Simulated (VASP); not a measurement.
# PtSe2 (Sudovikovite) (P-3m1) in VASP: notebook

Runs on PtSe2 (Sudovikovite). Level: PBE. Tasks: single point.

Program: VASP 6.6.1. These are calculated values, not measurements. Logs are shortened: lines on timing, memory, paths and dates and some standing lists are left out, and cuts for length are marked.

## (1) The crystal as given

Symmetry: P-3m1, No. 164, trigonal system. Conventional cell: a = 3.724 Å, b = 3.724 Å, c = 5.062 Å, α = 90.00°, β = 90.00°, γ = 120.00°. Around Pt (site symmetry -3m) lie 6 Se at 2.49 Å. Around Se (site symmetry 3m) lie 3 Pt at 2.49 Å.

## (2) Single point, PBE, spin-orbit coupling, no magnetisation

The input, INCAR:

```
SYSTEM = PtSe2
ALGO = Normal ; EDIFF = 1E-7
ENCUT = 400 ; GGA = PE
GGA_COMPAT = .FALSE. ; ISIF = 2
ISMEAR = 0 ; LASPH = .TRUE.
LCHARG = .FALSE. ; LMAXMIX = 4
LORBIT = 11 ; LREAL = .FALSE.
LSORBIT = .TRUE. ; LWAVE = .FALSE.
MAGMOM = 0 0 0 0 0 0 0 0 0 ; NBANDS = 38
NELM = 100 ; PREC = Accurate
SIGMA = 0.02
```

The input, KPOINTS:

```
k-points
0
G
  4 4 3
  0 0 0
```

The input, POSCAR:

```
PtSe2
1.0
    3.7240000000      0.0000000000      0.0000000000
   -1.8620000000      3.2250786037      0.0000000000
    0.0000000000      0.0000000000      5.0620000000
Pt Se
1 2
Direct
    0.0000000000      0.0000000000      0.0000000000
    0.6666666667      0.3333333333      0.7500000000
    0.3333333333      0.6666666667      0.2500000000
```

Potentials or basis: VASP PAW PBE potentials, release 64 (Pt, Se).

On the command line:

```sh
$ cat potpaw_PBE.64/Pt/POTCAR potpaw_PBE.64/Se/POTCAR > POTCAR
$ mpirun -np 1 vasp_ncl > vasp.out
```

OUTCAR:

```text
SYSTEM = PtSe2
   EDIFF = 1E-7
   ENCUT = 400
   GGA = PE
   ISIF = 2
   ISMEAR = 0
   LASPH = .TRUE.
   LORBIT = 11
   LREAL = .FALSE.
   LSORBIT = .TRUE.
   NELM = 100
   PREC = Accurate

 Found      9 irreducible k-points:

 Following reciprocal coordinates:
            Coordinates               Weight
  0.000000  0.000000  0.000000      1.000000
  0.250000 -0.000000  0.000000      6.000000
  0.500000 -0.000000  0.000000      3.000000
  0.250000  0.250000  0.000000      6.000000
  0.000000  0.000000  0.333333      2.000000
  0.250000 -0.000000  0.333333      6.000000
   k-points           NKPTS =      9   k-points in BZ     NKDIM =      9   number of bands    NBANDS=     38
   number of dos      NEDOS =    301   number of ions     NIONS =      3
   total plane-waves  NPLWV =  20736
   dimension x,y,z NGX =    24 NGY =   24 NGZ =   36
   dimension x,y,z NGXF=    48 NGYF=   48 NGZF=   72
   ions per type =               1   2
   NGX,Y,Z   is equivalent  to a cutoff of  10.71, 10.71, 11.82 a.u.
   NGXF,Y,Z  is equivalent  to a cutoff of  21.43, 21.43, 23.65 a.u.
 SYSTEM =  PtSe2
   PREC   = accura    normal or accurate (medium, high low for compatibility)
   ISTART =      0    job   : 0-new  1-cont  2-samecut
   ICHARG =      2    charge: 1-file 2-atom 10-const
   ISPIN  =      1    spin polarized calculation?
   LNONCOLLINEAR =      T non collinear calculations
   LSORBIT =      T    spin-orbit coupling
   LASPH  =      T    aspherical Exc in radial PAW
   ENCUT  =  400.0 eV  29.40 Ry    5.42 a.u.   6.07  6.07  8.25*2*pi/ulx,y,z
   NELM   =    100;   NELMIN=  2; NELMDL= -5     # of ELM steps
   EDIFF  = 0.1E-06   stopping-criterion for ELM
   LREAL  =      F    real-space projection
   EDIFFG = 0.1E-05   stopping-criterion for IOM
   NSW    =      0    number of steps for IOM
   IBRION =     -1    ionic relax: 0-MD 1-quasi-New 2-CG
   NFREE  =      0    steps in history (QN), initial steepest desc. (CG)
   ISIF   =      2    stress and relaxation
   ISYM   =      2    0-nonsym 1-usesym 2-fastsym
   POTIM  = 0.5000    time-step for ionic-motion
   TEBEG  =    0.0;   TEEND  =   0.0 temperature during run
   PSTRESS=    0.0 pullay stress
   NELECT =      22.0000    total number of electrons
   NUPDOWN=      -1.0000    fix difference up-down
   EMIN   =  10.00;   EMAX   =-10.00  energy-range for DOS
   EFERMI =   0.00;   METHOD = LEGACY
   ISMEAR =     0;   SIGMA  =   0.02  broadening in eV -4-tet -1-fermi 0-gaus
   EFERMI_NEDOS =   21; number of points for ismear=-14 and -15
   IALGO  =     38    algorithm
   IMIX   =      4    mixing-type and parameters
     AMIX     =   0.40;   BMIX     =  1.00
     AMIX_MAG =   1.60;   BMIX_MAG =  1.00
  volume/ion in A,a.u.               =      20.27       136.76
  Fermi-wavevector in a.u.,A,eV,Ry     =   1.166608  2.204570 18.517184  1.360975
  Thomas-Fermi vector in A             =   2.303119
   LORBIT       =     11    0 simple, 1 ext, 2 COOP (PROOUT), +10 PAW based schemes
   GGA     = PE    functional components
   LHFCALC =     F    Hartree Fock is set to
   AEXX    =    0.0000 exact exchange contribution
   IVDW    =     0    specifies the selected vdW correction
   LEPSILON=     F    determine dielectric tensor
   LRPA    =     F    only Hartree local field effects (RPA)
 Gauss-broadening in eV      SIGMA  =   0.02
  energy-cutoff  :      400.00
  volume of cell :       60.80
 maximum number of plane-waves:      2242
   NGX = 13   NGY = 13   NGZ = 17

 number of electron      22.0000000 magnetization       0.0000000      0.0000000      0.0000000

 number of electron      21.9999994 magnetization      -0.0000000     -0.0000000      0.0000000

 number of electron      21.9999994 magnetization      -0.0000000     -0.0000000     -0.0000000

 number of electron      21.9999994 magnetization       0.0000000     -0.0000000      0.0000000

 Free energy of the ion-electron system (eV)
  ---------------------------------------------------
  ext. energy  EPLUGINS =         0.00000000
  ---------------------------------------------------
  free energy    TOTEN  =       -14.63727734 eV

  energy without entropy =      -14.63620159  energy(sigma->0) =      -14.63673947

 E-fermi :   6.7295     XC(G=0): -10.6413

 val. band max:        6.0611924358   @ k =   0.0000   0.2500   0.3333
 cond. band min:       6.7474108537   @ k =   0.0000   0.2500   0.3333
 fundamental gap:      0.6862184179
 Fermi energy:         6.7294702731

 k-point     1 :       0.0000    0.0000    0.0000
  band No.  band energies     occupation
      1      -9.1805      1.00000
      2      -9.1805      1.00000
      3      -6.3650      1.00000
      4      -6.3650      1.00000
      5      -0.7074      1.00000
      6      -0.7074      1.00000
[... 26 lines left out ...]
     33      14.0824      0.00000
     34      14.0824      0.00000

 k-point     2 :       0.2500   -0.0000    0.0000
  band No.  band energies     occupation
      1      -8.5260      1.00000
      2      -8.5260      1.00000
      3      -6.6411      1.00000
      4      -6.6411      1.00000
      5      -0.0625      1.00000
      6      -0.0625      1.00000
[... 26 lines left out ...]
     33      14.7428      0.00000
     34      14.7428      0.00000
[... 109 lines left out ...]
     33      13.7933      0.00000
     34      13.7933      0.00000

 k-point     6 :       0.2500   -0.0000    0.3333
  band No.  band energies     occupation
      1      -8.1685      1.00000
      2      -8.1685      1.00000
      3      -7.1722      1.00000
      4      -7.1722      1.00000
      5      -0.2485      1.00000
      6      -0.2485      1.00000
[... 26 lines left out ...]
     33      14.8854      0.00000
     34      14.8854      0.00000

 [... further k-points ...]

 [bands above 34 left out]

------------------------ aborting loop because EDIFF is reached ----------------------------------------

  FORCE on cell =-STRESS in cart. coord.  units (eV):
  Direction    XX          YY          ZZ          XY          YZ          ZX
  --------------------------------------------------------------------------------------
  -------------------------------------------------------------------------------------
  Total        3.1176091      3.1176091      1.8479300      0.0000000      0.0000000      0.0000000
  in kB       82.1599425     82.1599425     48.6994405      0.0000000      0.0000000      0.0000000
  external PRESSURE =      71.0064418 kB  Pullay stress =       0.0000000 kB

 VOLUME and BASIS-vectors are now :
 -----------------------------------------------------------------------------
  energy-cutoff  :      400.00
  volume of cell :       60.80
      direct lattice vectors                 reciprocal lattice vectors
     3.724000000  0.000000000  0.000000000     0.268528464  0.155034981  0.000000000
    -1.862000000  3.225078604  0.000000000     0.000000000  0.310069962  0.000000000
     0.000000000  0.000000000  5.062000000     0.000000000  0.000000000  0.197550375

 POSITION                                       TOTAL-FORCE (eV/Angst)
 -----------------------------------------------------------------------------------
      0.00000      0.00000      0.00000         0.000000      0.000000     -0.000000
      1.86200      1.07503      3.79650         0.000000      0.000000     -0.541477
     -0.00000      2.15005      1.26550        -0.000000     -0.000000      0.541477
 -----------------------------------------------------------------------------------
    total drift:                               -0.000000      0.000000      0.000000

  FREE ENERGIE OF THE ION-ELECTRON SYSTEM (eV)
  ---------------------------------------------------
  free  energy   TOTEN  =       -14.6372773379 eV

  energy  without entropy=      -14.6362015943  energy(sigma->0) =      -14.63673947

 Spin-Orbit-Coupling matrix elements

 Ion:    1  E_soc:     -0.7315824
 l=   1
     0.0000000    -0.0347929    -0.0356140
    -0.0347929     0.0000000    -0.0347929
    -0.0356140    -0.0347929     0.0000000
 l=   2
     0.0000000    -0.0192975     0.0000000    -0.0192975    -0.0628413
    -0.0192975     0.0000000    -0.0489215    -0.0227171    -0.0192975
     0.0000000    -0.0489215     0.0000000    -0.0489215     0.0000000
    -0.0192975    -0.0227171    -0.0489215     0.0000000    -0.0192975
    -0.0628413    -0.0192975     0.0000000    -0.0192975     0.0000000
 l=   3
     0.0000000     0.0000000     0.0000000     0.0000000     0.0000000     0.0000000     0.0000000
     0.0000000     0.0000000     0.0000000     0.0000000     0.0000000     0.0000000     0.0000000
     0.0000000     0.0000000     0.0000000     0.0000000     0.0000000     0.0000000     0.0000000
     0.0000000     0.0000000     0.0000000     0.0000000     0.0000000     0.0000000     0.0000000
     0.0000000     0.0000000     0.0000000     0.0000000     0.0000000     0.0000000     0.0000000
     0.0000000     0.0000000     0.0000000     0.0000000     0.0000000     0.0000000     0.0000000
     0.0000000     0.0000000     0.0000000     0.0000000     0.0000000     0.0000000     0.0000000

 Ion:    2  E_soc:     -0.0315032
 l=   1
     0.0000000    -0.0055222    -0.0046586
    -0.0055222     0.0000000    -0.0055222
    -0.0046586    -0.0055222     0.0000000
 l=   2
     0.0000000    -0.0000006     0.0000000    -0.0000006    -0.0000179
    -0.0000006     0.0000000    -0.0000114    -0.0000055    -0.0000006
     0.0000000    -0.0000114     0.0000000    -0.0000114     0.0000000
    -0.0000006    -0.0000055    -0.0000114     0.0000000    -0.0000006
    -0.0000179    -0.0000006     0.0000000    -0.0000006     0.0000000
 l=   3
     0.0000000     0.0000000     0.0000000     0.0000000     0.0000000     0.0000000     0.0000000
     0.0000000     0.0000000     0.0000000     0.0000000     0.0000000     0.0000000     0.0000000
     0.0000000     0.0000000     0.0000000     0.0000000     0.0000000     0.0000000     0.0000000
     0.0000000     0.0000000     0.0000000     0.0000000     0.0000000     0.0000000     0.0000000
     0.0000000     0.0000000     0.0000000     0.0000000     0.0000000     0.0000000     0.0000000
     0.0000000     0.0000000     0.0000000     0.0000000     0.0000000     0.0000000     0.0000000
     0.0000000     0.0000000     0.0000000     0.0000000     0.0000000     0.0000000     0.0000000

 Ion:    3  E_soc:     -0.0315032
 l=   1
     0.0000000    -0.0055222    -0.0046586
    -0.0055222     0.0000000    -0.0055222
    -0.0046586    -0.0055222     0.0000000
 l=   2
     0.0000000    -0.0000006     0.0000000    -0.0000006    -0.0000179
    -0.0000006     0.0000000    -0.0000114    -0.0000055    -0.0000006
     0.0000000    -0.0000114     0.0000000    -0.0000114     0.0000000
    -0.0000006    -0.0000055    -0.0000114     0.0000000    -0.0000006
    -0.0000179    -0.0000006     0.0000000    -0.0000006     0.0000000
 l=   3
     0.0000000     0.0000000     0.0000000     0.0000000     0.0000000     0.0000000     0.0000000
     0.0000000     0.0000000     0.0000000     0.0000000     0.0000000     0.0000000     0.0000000
     0.0000000     0.0000000     0.0000000     0.0000000     0.0000000     0.0000000     0.0000000
     0.0000000     0.0000000     0.0000000     0.0000000     0.0000000     0.0000000     0.0000000
     0.0000000     0.0000000     0.0000000     0.0000000     0.0000000     0.0000000     0.0000000
     0.0000000     0.0000000     0.0000000     0.0000000     0.0000000     0.0000000     0.0000000
     0.0000000     0.0000000     0.0000000     0.0000000     0.0000000     0.0000000     0.0000000

 total charge

# of ion       s       p       d       tot
------------------------------------------
    1        0.694   0.739   8.024   9.457
    2        1.487   2.240   0.071   3.798
    3        1.487   2.240   0.071   3.798
--------------------------------------------------
tot          3.669   5.218   8.166  17.053

 magnetization (x)

# of ion       s       p       d       tot
------------------------------------------
    1       -0.000   0.000   0.000   0.000
    2        0.000   0.000   0.000   0.000
    3        0.000   0.000   0.000   0.000
--------------------------------------------------
tot         -0.000   0.000   0.000   0.000

 magnetization (y)

# of ion       s       p       d       tot
------------------------------------------
    1        0.000  -0.000  -0.000  -0.000
    2        0.000   0.000   0.000   0.000
    3        0.000  -0.000   0.000  -0.000
--------------------------------------------------
tot          0.000  -0.000   0.000  -0.000

 magnetization (z)

# of ion       s       p       d       tot
------------------------------------------
    1        0.000   0.000  -0.000   0.000
    2        0.000   0.000   0.000   0.000
    3        0.000   0.000   0.000   0.000
--------------------------------------------------
tot          0.000   0.000  -0.000   0.000
```

Run time: 41 s. Hardware: 1 thread of AMD EPYC 7R43 (Zen 3), shared host; peak memory 0.21 GiB.

These settings aren't checked as converged: the numbers below hold their error.

What came out:

```
Free energy                                           : -14.6373 eV
Pressure                                              : 7.1 GPa
Largest force                                         : 0.541 eV/Å
Valence electrons inside the program's atomic spheres : Pt 9.46; Se 3.80
```

Caveat: the k mesh is coarse (spacing up to 0.49 Å⁻¹), so the values aren't converged.

(Part 1 of 2 ends here.)
